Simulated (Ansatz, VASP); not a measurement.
**GaP2: VASP beside Ansatz**

```
CELL_PARAMETERS angstrom
3.63374 0.00000 0.00000
0.00000 3.63374 0.00000
0.00000 0.00000 4.08355
ATOMIC_POSITIONS crystal
Ga 0.00000 0.00000 0.00000
P 0.50000 0.00000 0.56651
P 0.00000 0.50000 0.43349
```

Change from the starting cell: species swapped into the Ta2H type (P-4m2, No. 115).

Alike in both runs: functional PBE; k mesh 6 × 6 × 4; occupations gaussian, width 0.1 eV; no spin polarisation.

Ansatz relaxed the structure, and its values are those at the end. VASP's run is a single point on that final structure, the one shown.

|  | VASP | Ansatz |
| --- | --- | --- |
| version | VASP 6.6.1 | Ansatz 0.2.0 |
| potentials or method | VASP PAW PBE potentials, release 64 (Ga_d, P) | scalar-relativistic, plane waves, PAW |
| plane-wave cutoff (eV) | 520 | 420 |
| valence electrons in the cell | 23 | 23 |

```csv
,VASP,Ansatz,Ansatz less VASP
gap on the k mesh at the Fermi level (eV),none,none,-
pressure (GPa),0.0,0.1,+0.02
rms of the force components (eV/Å),0.016,0.019,+0.0028
```

A gap of «none» marks a metal or a gap that the smearing closes.

Caveats: the k mesh is coarse (spacing up to 0.38 Å⁻¹), so the values aren't converged.
